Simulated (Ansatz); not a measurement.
# Nickel, hcp under PBE: from relaxation to bulk modulus

Aim: take nickel in the hcp structure, relax it, solve it on a dense k-mesh, switch on spin-orbit coupling, then scale the cell to 7 volumes from 88 to 112 % of the relaxed one and try a fit of the equation of state. The start is antiferromagnetic (alternate layers). The k-meshes are 14×14×8 for the relaxation; 24×24×13 for the dense run; 14×14×8 for spin-orbit coupling; 24×24×13 for the volumes.

This is Ni in the hcp structure; at room conditions it is fcc.

Computed with Ansatz 0.2.0 (DFT PBE, plane waves (420 eV) with PAW, scalar-relativistic, unless a step says otherwise).

## 1. The system as given

It takes space group P6_3/mmc (No. 194, hexagonal). Conventional cell: a = 2.492 Å, b = 2.492 Å, c = 4.069 Å, α = 90.00°, β = 90.00°, γ = 120.00°. Ni (site symmetry -6m2) is surrounded by 12 Ni at 2.49 Å.

Coordinates:

```cif
data_structure
_symmetry_space_group_name_H-M 'P 1'
_symmetry_Int_Tables_number 1
_cell_length_a 2.4918
_cell_length_b 2.4918
_cell_length_c 4.0690
_cell_angle_alpha 90.000
_cell_angle_beta 90.000
_cell_angle_gamma 120.000
_cell_volume 21.88
loop_
_atom_site_label
_atom_site_type_symbol
_atom_site_fract_x
_atom_site_fract_y
_atom_site_fract_z
_atom_site_occupancy
Ni1 Ni 0.33333 0.66667 0.25000 1
Ni2 Ni 0.66667 0.33333 0.75000 1
```

Starting moments (μB): +0.8, -0.8.

## 2. Relaxing cell and atoms

Input file input.yaml:

```yaml
crystal:
  lattice:
    - [2.491755966, 0.0, 0.0]
    - [-1.245877983, 2.1579239666, 0.0]
    - [0.0, 0.0, 4.0690374925]
  atoms:
    - { symbol: Ni, position: [0.3333333333, 0.6666666667, 0.25], spin: 0.8 }
    - { symbol: Ni, position: [0.6666666667, 0.3333333333, 0.75], spin: -0.8 }
hamiltonian:
  xc: pbe
  pseudopotentials:
    kind: paw
    azcp:
      Ni: "pseudopotentials/Ni.paw.azcp"
basis:
  ecutwfc: 420
  fft_grid_basis: typed
kpoints:
  mp_grid: { grid: [14, 14, 8], shift: [0, 0, 0] }
magnetization:
  spin_polarized: true
scf:
  occupations: { method: fermi_dirac, width: 0.05 }
relax:
  max_steps: 60
  f_tol: 0.01
  cell: {}
```

Log, shortened:

```text
[...]
Pseudopotentials: kind: paw
Pseudopotential: Ni, paw, valence charge 18, recommended cutoff 420 eV (normal), <dir>
Functional definition: PBE
[...]
Crystal: 2 atoms, lattice volume = 21.879 Å³
Basis set: ecut = 420 eV, 403 PW (Γ), exchange–correlation on 36×36×60 points (8 copies of the dense FFT grid, shifted against one another)
Bands: 23, of which v1, the nominal top of the filled ones, is band 18 counted from 1 (17 counted from 0)
Symmetry: 12 space group operations
Space group: P-6m2 (ITA 187), of the structure as read, at distance tolerance 2.8e-5 Å
Magnetic group: BNS 194.267 (UNI 1497), of the structure as read, at distance tolerance 2.8e-5 Å
k-points: 120 of 1568 (time reversal used)
[...]
Starting moments: Σ|m| = 1.6 μB on 2 of 2 sites
Starting magnetic order: antiferromagnet; an inversion exchanges its spin sublattices: spin-degenerate at every k-point
[...]
SCF iter   1: F=—  HF=-11677.639756 eV  |F-HF|=—  |Δ(HF+E_count)|=         —  Δρ=4.39e-2 (↑4.39e-2 ↓4.39e-2)  dr2=9.55e-1  dr2_m=4.16e-2  M=-0.000 μB ∫|m|=1.448 μB  β_m=0.30  ethr=2.65e-3  ⟨swp⟩=1.0  Hψ=28089  notcnv=0
[...]
WARN: the starting moments were not kept: 1 of 2 ended reversed and 1 kept their direction, counting a site from 0.1 of the cell's largest site moment. The largest reversed, site 1 (counted from 0, in the order of the report's site_moments_mub), started with -0.8 μB and closes at +7.1e-1 [...]
relax step   5: F+E_penalty+E_count = -11679.39986636 eV  Δ(F+E_penalty+E_count) = +6.763e-6 eV  max|allowed force component| = 3.701e-17 eV/Å  Δτ_max = 0.0000 Å  P = +0.041 GPa  Ω = 21.863 Å³  stress off target by 4.14e-2 GPa  SCF on the basis re-selected at this cell (its energy is not [...]
SCF converged after 7 iterations
Magnetization: 1.3394 μB (18.6697 up, 17.3303 down)
Absolute magnetization: 1.5107 μB (∫|ρ↑−ρ↓|, with the PAW one-centre terms)
Spin contamination: 0.0136 ħ² per cell (⟨S²⟩ above its minimum at these occupations)
Per-site moments (μB) at R_I (Å): [(0.7065713268137654, 1.0263555697374587), (0.706571209996453, 1.0263555697374587)]
Free energy (F): -11679.399866 eV
[...]
E sigma→0 (E₀):  -11679.381219 eV
Entropy (-TS):   -0.037294 eV (-18.647 meV/atom)
Fermi energy:    18.099681 eV
[...]
--- Forces (eV/Å), atoms counted from 1 ---
  atom   1  Ni    -0.00000000    -0.00000000     0.00000000
  atom   2  Ni    -0.00000000     0.00000000     0.00000000
[...]
--- Stress (GPa, compression-positive) ---
        0.041447      -0.000000       0.000000
       -0.000000       0.041447       0.000000
        0.000000       0.000000       0.040242
  P = ⅓ Tr σ = 0.0410 GPa (0.410 kbar)
--- Relaxed structure (4 steps of the walk, 4 accepted, 1 SCFs on fresh bases) ---
  F+E_penalty+E_count = -11679.39986636 eV   max|allowed force component| = 3.701e-17 eV/Å   (the final SCF, on the basis selected at the relaxed cell)
  cell:  # Å, volume = 21.8627 Å³
    - [2.488134714515051, 2.2877414982803105e-34, 0.0]
    - [-1.2440673572575256, 2.154787870807976, 0.0]
    - [0.0, 0.0, 4.077804264773574]
  atoms:
    - { symbol: Ni, position: [0.3333333333333333, 0.6666666666666666, 0.25] }
    - { symbol: Ni, position: [0.6666666666666666, 0.33333333333333326, 0.7500000000000001] }
```

It took 2 min on 1 thread of an x86-64 CPU, shared host; peak memory 0.54 GiB.

The steps of the relaxation:

| step | energy change (meV/atom) | largest force (eV/Å) | pressure (GPa) | volume (Å³/atom) |
| --- | --- | --- | --- | --- |
| 1 | 0.00 | 0.0000 | -0.09 | 10.940 |
| 2 | -0.03 | 0.0000 | -0.05 | 10.937 |
| 3 | -0.06 | 0.0000 | -0.04 | 10.936 |
| 4 | -0.07 | 0.0000 | 0.04 | 10.931 |
| 5 | -0.06 | 0.0000 | 0.04 | 10.931 |

Steps that repeat a cell are solved on a basis chosen anew, so their changes of energy are no gain of the relaxation.

The cell of the run, before and after:

|  | before | after | change |
| --- | --- | --- | --- |
| a (Å) | 2.492 | 2.488 | -0.1 % |
| b (Å) | 2.492 | 2.488 | -0.1 % |
| c (Å) | 4.069 | 4.078 | +0.2 % |
| volume (Å³/atom) | 10.940 | 10.931 | -0.1 % |
| shortest distance (Å) | 2.492 | 2.488 | -0.1 % |
| space group (spins left aside) | P6_3/mmc | P6_3/mmc | same |

## 3. Dense single point

Input file input.yaml:

```yaml
crystal:
  lattice:
    - [2.4881347145, 0.0, 0.0]
    - [-1.2440673573, 2.1547878708, 0.0]
    - [0.0, 0.0, 4.0778042648]
  atoms:
    - { symbol: Ni, position: [0.3333333333, 0.6666666667, 0.25], spin: 0.707 }
    - { symbol: Ni, position: [0.6666666667, 0.3333333333, 0.75], spin: 0.707 }
hamiltonian:
  xc: pbe
  pseudopotentials:
    kind: paw
    azcp:
      Ni: "pseudopotentials/Ni.paw.azcp"
basis:
  ecutwfc: 420
  fft_grid_basis: typed
kpoints:
  mp_grid: { grid: [24, 24, 13], shift: [0, 0, 0] }
magnetization:
  spin_polarized: true
scf:
  occupations: { method: fermi_dirac, width: 0.05 }
```

Log, shortened:

```text
[...]
Pseudopotentials: kind: paw
Pseudopotential: Ni, paw, valence charge 18, recommended cutoff 420 eV (normal), <dir>
Functional definition: PBE
[...]
Crystal: 2 atoms, lattice volume = 21.863 Å³
Basis set: ecut = 420 eV, 391 PW (Γ)
Bands: 23, of which v1, the nominal top of the filled ones, is band 18 counted from 1 (17 counted from 0)
Symmetry: 24 space group operations
Space group: P63/mmc (ITA 194), of the structure as read, at distance tolerance 2.8e-5 Å
Magnetic group: BNS 194.263 (UNI 1493), of the structure as read, at distance tolerance 2.8e-5 Å
k-points: 427 of 7488
[...]
Starting moments: Σ|m| = 1.414 μB on 2 of 2 sites
[...]
SCF iter   1: F=—  HF=-11677.890761 eV  |F-HF|=—  |Δ(HF+E_count)|=         —  Δρ=8.86e-2 (↑1.21e-2 ↓8.86e-2)  dr2=1.00e0  dr2_m=4.41e-1  M=1.750 μB ∫|m|=1.840 μB  β_m=0.30  ethr=2.79e-3  ⟨swp⟩=1.0  Hψ=99771  notcnv=0
[...]
SCF iter  11: F=-11679.405005 eV  HF=-11679.405005 eV  |F-HF|=9.93e-9  |Δ(HF+E_count)|=   2.57e-9  Δρ=6.42e-6 (↑3.32e-6 ↓6.42e-6)  dr2=1.17e-8  dr2_m=5.78e-10  M=1.300 μB ∫|m|=1.477 μB  ethr=1.84e-12  ⟨swp⟩=1.2  Hψ=59035  notcnv=0
[...]
SCF converged after 11 iterations
Magnetization: 1.2995 μB (18.6498 up, 17.3502 down)
Absolute magnetization: 1.4784 μB (∫|ρ↑−ρ↓|, with the PAW one-centre terms)
Spin contamination: 0.0139 ħ² per cell (⟨S²⟩ above its minimum at these occupations)
Per-site moments (μB) at R_I (Å): [(0.6880125636200226, 1.0263555697324547), (0.6880125636200228, 1.0263555697324547)]
Free energy (F): -11679.405005 eV
[...]
E sigma→0 (E₀):  -11679.387373 eV
Entropy (-TS):   -0.035264 eV (-17.632 meV/atom)
Fermi energy:    18.105971 eV
[...]
```

Wall time 55 s (1 thread of an x86-64 CPU, shared host); peak memory 0.7 GiB.

## 4. With spin-orbit coupling

Input file input.yaml:

```yaml
crystal:
  lattice:
    - [2.4881347145, 0.0, 0.0]
    - [-1.2440673573, 2.1547878708, 0.0]
    - [0.0, 0.0, 4.0778042648]
  atoms:
    - { symbol: Ni, position: [0.3333333333, 0.6666666667, 0.25], spin: 0.688, spin_axis: [0, 0, 1] }
    - { symbol: Ni, position: [0.6666666667, 0.3333333333, 0.75], spin: 0.688, spin_axis: [0, 0, 1] }
hamiltonian:
  xc: pbe
  pseudopotentials:
    kind: paw_fr
    azcp:
      Ni: "pseudopotentials/Ni.paw.azcp"
basis:
  ecutwfc: 420
  fft_grid_basis: typed
kpoints:
  mp_grid: { grid: [14, 14, 8], shift: [0, 0, 0] }
magnetization:
  noncollinear: true
  spin_orbit: true
scf:
  occupations: { method: fermi_dirac, width: 0.05 }
```

Log, shortened:

```text
[...]
Pseudopotentials: kind: paw_fr
Pseudopotential: Ni, paw_fr, valence charge 18, recommended cutoff 420 eV (normal), <dir>
Functional definition: PBE
[...]
Crystal: 2 atoms, lattice volume = 21.863 Å³
Basis set: ecut = 420 eV, 391 PW (Γ)
Bands: 44, of which v1, the nominal top of the filled ones, is band 36 counted from 1 (35 counted from 0)
Symmetry: 12 space group operations + 12 with time reversal
Magnetic group: BNS 194.270 (UNI 1500), of the structure as read, at distance tolerance 2.8e-5 Å
k-points: 120 of 1568 (time reversal used)
Projection manifold: j_resolved (fully-relativistic pseudo-atomic orbitals)
[...]
Starting moments: Σ|m| = 1.376 μB on 2 of 2 sites
[...]
SCF iter   1: F=—  HF=-11680.000778 eV  |F-HF|=—  |Δ(HF+E_count)|=         —  Δρ=3.41e-2  dr2=1.21e-1  dr2_m=1.42e-2  ethr=3.71e-4  |M|=1.20e0 ∫|m|=1.26e0 μB  |m|>n=0.0e0 m-floor=0.0e0 τ_xc=3.8e-16 mc-row=0.0e0  β_m=0.30  ⟨swp⟩=1.4  Hψ=31999  notcnv=0
[...]
spin-set hold released at iteration 10 (site moments contracting): the magnetisation degrees of freedom join the quasi-Newton model from the next iteration; the mixer history was flushed
[...]
SCF iter  17: F=-11680.021716 eV  HF=-11680.021716 eV  |F-HF|=1.06e-9  |Δ(HF+E_count)|=   1.15e-8  Δρ=4.66e-6  dr2=1.40e-9  dr2_m=3.84e-10  ethr=1.55e-11  |M|=1.32e0 ∫|m|=1.49e0 μB  |m|>n=0.0e0 m-floor=0.0e0 τ_xc=8.0e-5 mc-row=0.0e0  ⟨swp⟩=3.0  Hψ=14274  notcnv=0
[...]
SCF converged after 17 iterations
Magnetization: |M| = 1.3216 μB,  M = (-0.0000, -0.0000, +1.3216) μB
Absolute magnetization: 1.4919 μB (∫|m|, with the PAW one-centre terms)
  site 0: m = (+0.0000, -0.0000, +0.6974) μB, |m| = 0.6974 μB  (R = 1.03 Å)
  site 1: m = (+0.0000, -0.0000, +0.6974) μB, |m| = 0.6974 μB  (R = 1.03 Å)
Free energy (F): -11680.021716 eV
[...]
E sigma→0 (E₀):  -11680.003189 eV
Entropy (-TS):   -0.037054 eV (-18.527 meV/atom)
Fermi energy:    18.101963 eV
[...]
```

Run time: 79 s. Hardware: 1 thread of an x86-64 CPU, shared host; peak memory 0.61 GiB.

Side by side:

```csv
,scalar-relativistic,with spin-orbit coupling
k-mesh,24×24×13,14×14×8
gap on the mesh,none (levels filled in part),none (levels filled in part)
magnetic state,ferromagnetic,ferromagnetic
```

The meshes differ, so small differences between the columns need not come from spin-orbit coupling.

## 5. At 88 % of the relaxed volume

Input file input.yaml:

```yaml
crystal:
  lattice:
    - [2.3843396156, 0.0, 0.0]
    - [-1.1921698078, 2.0648986784, 0.0]
    - [0.0, 0.0, 3.9076944655]
  atoms:
    - { symbol: Ni, position: [0.3333333333, 0.6666666667, 0.25], spin: 0.688 }
    - { symbol: Ni, position: [0.6666666667, 0.3333333333, 0.75], spin: 0.688 }
hamiltonian:
  xc: pbe
  pseudopotentials:
    kind: paw
    azcp:
      Ni: "pseudopotentials/Ni.paw.azcp"
basis:
  ecutwfc: 420
  fft_grid_basis: typed
kpoints:
  mp_grid: { grid: [24, 24, 13], shift: [0, 0, 0] }
magnetization:
  spin_polarized: true
scf:
  occupations: { method: fermi_dirac, width: 0.05 }
output:
  stress: true
```

Log, shortened:

```text
[...]
Pseudopotentials: kind: paw
Pseudopotential: Ni, paw, valence charge 18, recommended cutoff 420 eV (normal), <dir>
Functional definition: PBE
[...]
Crystal: 2 atoms, lattice volume = 19.239 Å³
Basis set: ecut = 420 eV, 373 PW (Γ)
Bands: 23, of which v1, the nominal top of the filled ones, is band 18 counted from 1 (17 counted from 0)
Symmetry: 24 space group operations
Space group: P63/mmc (ITA 194), of the structure as read, at distance tolerance 2.7e-5 Å
Magnetic group: BNS 194.263 (UNI 1493), of the structure as read, at distance tolerance 2.7e-5 Å
k-points: 427 of 7488
[...]
Starting moments: Σ|m| = 1.376 μB on 2 of 2 sites
[...]
SCF iter   1: F=—  HF=-11677.324534 eV  |F-HF|=—  |Δ(HF+E_count)|=         —  Δρ=1.07e-1 (↑2.02e-2 ↓1.07e-1)  dr2=1.78e0  dr2_m=3.75e-1  M=1.665 μB ∫|m|=1.738 μB  β_m=0.30  ethr=3.10e-3  ⟨swp⟩=5.2  Hψ=73603  notcnv=0
[...]
SCF iter  11: F=-11679.158547 eV  HF=-11679.158547 eV  |F-HF|=2.32e-9  |Δ(HF+E_count)|=   3.55e-8  Δρ=3.53e-6 (↑1.48e-6 ↓3.53e-6)  dr2=2.62e-9  dr2_m=2.44e-10  M=1.217 μB ∫|m|=1.363 μB  ethr=1.04e-10  ⟨swp⟩=2.9  Hψ=75990  notcnv=0
[...]
SCF converged after 11 iterations
Magnetization: 1.2174 μB (18.6087 up, 17.3913 down)
Absolute magnetization: 1.3649 μB (∫|ρ↑−ρ↓|, with the PAW one-centre terms)
Spin contamination: 0.0100 ħ² per cell (⟨S²⟩ above its minimum at these occupations)
Per-site moments (μB) at R_I (Å): [(0.6410249280014044, 0.9835400914447112), (0.6410249280014042, 0.9835400914447112)]
Free energy (F): -11679.158547 eV
[...]
E sigma→0 (E₀):  -11679.143049 eV
Entropy (-TS):   -0.030995 eV (-15.497 meV/atom)
Fermi energy:    21.204347 eV
[...]
--- Stress (GPa, compression-positive) ---
       33.949201       0.000000      -0.000000
        0.000000      33.949201      -0.000000
       -0.000000      -0.000000      34.659207
  P = ⅓ Tr σ = 34.1859 GPa (341.859 kbar)
```

Run time: 55 s. Hardware: 1 thread of an x86-64 CPU, shared host; peak memory 0.68 GiB.

## 6. At 92 % of the relaxed volume

Edit input.yaml of step 5 so:

```diff
@@ -2,5 +2,5 @@
   lattice:
-    - [2.3843396156, 0.0, 0.0]
-    - [-1.1921698078, 2.0648986784, 0.0]
-    - [0.0, 0.0, 3.9076944655]
+    - [2.4199320215, 0.0, 0.0]
+    - [-1.2099660107, 2.095722606, 0.0]
+    - [0.0, 0.0, 3.9660268634]
   atoms:
```

Log, shortened:

```text
[...]
Pseudopotentials: kind: paw
Pseudopotential: Ni, paw, valence charge 18, recommended cutoff 420 eV (normal), <dir>
Functional definition: PBE
[...]
Crystal: 2 atoms, lattice volume = 20.114 Å³
Basis set: ecut = 420 eV, 379 PW (Γ)
Bands: 23, of which v1, the nominal top of the filled ones, is band 18 counted from 1 (17 counted from 0)
Symmetry: 24 space group operations
Space group: P63/mmc (ITA 194), of the structure as read, at distance tolerance 2.7e-5 Å
Magnetic group: BNS 194.263 (UNI 1493), of the structure as read, at distance tolerance 2.7e-5 Å
k-points: 427 of 7488
[...]
Starting moments: Σ|m| = 1.376 μB on 2 of 2 sites
[...]
SCF iter   1: F=—  HF=-11677.629954 eV  |F-HF|=—  |Δ(HF+E_count)|=         —  Δρ=1.02e-1 (↑1.46e-2 ↓1.02e-1)  dr2=1.50e0  dr2_m=4.16e-1  M=1.696 μB ∫|m|=1.775 μB  β_m=0.30  ethr=3.10e-3  ⟨swp⟩=5.1  Hψ=72946  notcnv=0
[...]
SCF iter  12: F=-11679.304874 eV  HF=-11679.304874 eV  |F-HF|=3.27e-11  |Δ(HF+E_count)|=   1.71e-9  Δρ=5.41e-7 (↑2.45e-7 ↓5.41e-7)  dr2=7.32e-11  dr2_m=5.51e-12  M=1.250 μB ∫|m|=1.406 μB  ethr=1.28e-11  ⟨swp⟩=2.0  Hψ=60655  notcnv=0
[...]
SCF converged after 12 iterations
Magnetization: 1.2497 μB (18.6248 up, 17.3752 down)
Absolute magnetization: 1.4079 μB (∫|ρ↑−ρ↓|, with the PAW one-centre terms)
Spin contamination: 0.0113 ħ² per cell (⟨S²⟩ above its minimum at these occupations)
Per-site moments (μB) at R_I (Å): [(0.6592005732890042, 0.9982219588567397), (0.6592005732890043, 0.9982219588567397)]
Free energy (F): -11679.304874 eV
[...]
E sigma→0 (E₀):  -11679.288670 eV
Entropy (-TS):   -0.032407 eV (-16.204 meV/atom)
Fermi energy:    20.081183 eV
[...]
--- Stress (GPa, compression-positive) ---
       19.796452       0.000000       0.000000
        0.000000      19.796452      -0.000000
        0.000000      -0.000000      20.390775
  P = ⅓ Tr σ = 19.9946 GPa (199.946 kbar)
```

It took 60 s on 1 thread of an x86-64 CPU, shared host; peak memory 0.69 GiB.

## 7. At 96 % of the relaxed volume

Edit input.yaml of step 6 so:

```diff
@@ -2,5 +2,5 @@
   lattice:
-    - [2.4199320215, 0.0, 0.0]
-    - [-1.2099660107, 2.095722606, 0.0]
-    - [0.0, 0.0, 3.9660268634]
+    - [2.4545071502, 0.0, 0.0]
+    - [-1.2272535751, 2.1256655458, 0.0]
+    - [0.0, 0.0, 4.0226920458]
   atoms:
```

Log, shortened:

```text
[...]
Pseudopotentials: kind: paw
Pseudopotential: Ni, paw, valence charge 18, recommended cutoff 420 eV (normal), <dir>
Functional definition: PBE
[...]
Crystal: 2 atoms, lattice volume = 20.988 Å³
Basis set: ecut = 420 eV, 391 PW (Γ)
Bands: 23, of which v1, the nominal top of the filled ones, is band 18 counted from 1 (17 counted from 0)
Symmetry: 24 space group operations
Space group: P63/mmc (ITA 194), of the structure as read, at distance tolerance 2.8e-5 Å
Magnetic group: BNS 194.263 (UNI 1493), of the structure as read, at distance tolerance 2.8e-5 Å
k-points: 427 of 7488
[...]
Starting moments: Σ|m| = 1.376 μB on 2 of 2 sites
[...]
SCF iter   1: F=—  HF=-11677.808130 eV  |F-HF|=—  |Δ(HF+E_count)|=         —  Δρ=9.64e-2 (↑1.21e-2 ↓9.64e-2)  dr2=1.24e0  dr2_m=4.53e-1  M=1.723 μB ∫|m|=1.808 μB  β_m=0.30  ethr=3.10e-3  ⟨swp⟩=5.2  Hψ=72761  notcnv=0
[...]
SCF iter  12: F=-11679.382210 eV  HF=-11679.382210 eV  |F-HF|=5.46e-12  |Δ(HF+E_count)|=   2.32e-9  Δρ=2.34e-7 (↑1.60e-7 ↓2.34e-7)  dr2=1.09e-11  dr2_m=2.86e-12  M=1.277 μB ∫|m|=1.444 μB  ethr=1.63e-11  ⟨swp⟩=2.0  Hψ=58991  notcnv=0
[...]
SCF converged after 12 iterations
Magnetization: 1.2768 μB (18.6384 up, 17.3616 down)
Absolute magnetization: 1.4455 μB (∫|ρ↑−ρ↓|, with the PAW one-centre terms)
Spin contamination: 0.0126 ħ² per cell (⟨S²⟩ above its minimum at these occupations)
Per-site moments (μB) at R_I (Å): [(0.6747452383487279, 1.0124841994470815), (0.674745238348728, 1.0124841994470815)]
Free energy (F): -11679.382210 eV
[...]
E sigma→0 (E₀):  -11679.365300 eV
Entropy (-TS):   -0.033821 eV (-16.910 meV/atom)
Fermi energy:    19.052133 eV
[...]
--- Stress (GPa, compression-positive) ---
        8.604082      -0.000000       0.000000
       -0.000000       8.604082       0.000000
        0.000000       0.000000       9.140819
  P = ⅓ Tr σ = 8.7830 GPa (87.830 kbar)
```

Run time: 56 s. Hardware: 1 thread of an x86-64 CPU, shared host; peak memory 0.7 GiB.

## 8. At 100 % of the relaxed volume

Edit input.yaml of step 7 so:

```diff
@@ -2,5 +2,5 @@
   lattice:
-    - [2.4545071502, 0.0, 0.0]
-    - [-1.2272535751, 2.1256655458, 0.0]
-    - [0.0, 0.0, 4.0226920458]
+    - [2.4881347145, 0.0, 0.0]
+    - [-1.2440673573, 2.1547878708, 0.0]
+    - [0.0, 0.0, 4.0778042648]
   atoms:
```

Log, shortened:

```text
[...]
Pseudopotentials: kind: paw
Pseudopotential: Ni, paw, valence charge 18, recommended cutoff 420 eV (normal), <dir>
Functional definition: PBE
[...]
Crystal: 2 atoms, lattice volume = 21.863 Å³
Basis set: ecut = 420 eV, 391 PW (Γ)
Bands: 23, of which v1, the nominal top of the filled ones, is band 18 counted from 1 (17 counted from 0)
Symmetry: 24 space group operations
Space group: P63/mmc (ITA 194), of the structure as read, at distance tolerance 2.8e-5 Å
Magnetic group: BNS 194.263 (UNI 1493), of the structure as read, at distance tolerance 2.8e-5 Å
k-points: 427 of 7488
[...]
Starting moments: Σ|m| = 1.376 μB on 2 of 2 sites
[...]
SCF iter   1: F=—  HF=-11677.892922 eV  |F-HF|=—  |Δ(HF+E_count)|=         —  Δρ=9.09e-2 (↑1.36e-2 ↓9.09e-2)  dr2=1.00e0  dr2_m=4.85e-1  M=1.746 μB ∫|m|=1.836 μB  β_m=0.30  ethr=2.79e-3  ⟨swp⟩=1.0  Hψ=99765  notcnv=0
[...]
SCF iter  11: F=-11679.405005 eV  HF=-11679.405005 eV  |F-HF|=1.19e-8  |Δ(HF+E_count)|=  2.91e-11  Δρ=7.22e-6 (↑3.54e-6 ↓7.22e-6)  dr2=1.34e-8  dr2_m=8.14e-10  M=1.300 μB ∫|m|=1.477 μB  ethr=4.01e-11  ⟨swp⟩=2.0  Hψ=54545  notcnv=0
[...]
SCF converged after 11 iterations
Magnetization: 1.2995 μB (18.6498 up, 17.3502 down)
Absolute magnetization: 1.4784 μB (∫|ρ↑−ρ↓|, with the PAW one-centre terms)
Spin contamination: 0.0139 ħ² per cell (⟨S²⟩ above its minimum at these occupations)
Per-site moments (μB) at R_I (Å): [(0.6880129764739693, 1.0263555697324547), (0.6880129764739693, 1.0263555697324547)]
Free energy (F): -11679.405005 eV
[...]
E sigma→0 (E₀):  -11679.387373 eV
Entropy (-TS):   -0.035264 eV (-17.632 meV/atom)
Fermi energy:    18.105967 eV
[...]
--- Stress (GPa, compression-positive) ---
       -0.250129       0.000000       0.000000
       -0.000000      -0.250129       0.000000
        0.000000       0.000000       0.257684
  P = ⅓ Tr σ = -0.0809 GPa (-0.809 kbar)
```

It took 53 s on 1 thread of an x86-64 CPU, shared host; peak memory 0.71 GiB.

[end of part 1 of 2]
